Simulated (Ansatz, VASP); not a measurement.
Two plane-wave programs on BaTe

```
Ba Te
1.0
     4.56898    0.00000    0.00000
    -2.28449    3.95685    0.00000
     0.00000    0.00000    4.29441
Ba Te
1 1
Direct
  0.33333 0.66667 0.50000
  0.00000 0.00000 0.00000
```

Alike in both runs: functional PBE; k mesh 9 × 9 × 6; occupations gaussian, width 0.02 eV; no spin polarisation.

Ansatz relaxed the structure, and its values are those at the end. VASP's run is a single point on that final structure, the one shown.

|  | VASP | Ansatz |
| --- | --- | --- |
| version | VASP 6.6.1 | Ansatz 0.2.0 |
| potentials or method | VASP PAW PBE potentials, release 64 (Ba_sv, Te) | scalar-relativistic, plane waves, PAW |
| plane-wave cutoff (eV) | 520 | 420 |
| valence electrons in the cell | 16 | 26 |

|  | VASP | Ansatz | Ansatz less VASP |
| --- | --- | --- | --- |
| gap on the k mesh at the Fermi level (eV) | 1.22 | 1.29 | +0.072 |
| least direct gap on the mesh (eV) | 1.22 | 1.29 | +0.072 |
| pressure (GPa) | 5.0 | 4.5 | -0.52 |

The two sets of potentials don't hold the same shells in valence.

Caveats: spin-orbit coupling is left out, which moves the levels of the heavy elements; an odd mesh through Γ misses points on the zone boundary, where band edges often lie. Expect the measured gap to be larger: semilocal functionals such as PBE lack the derivative discontinuity.
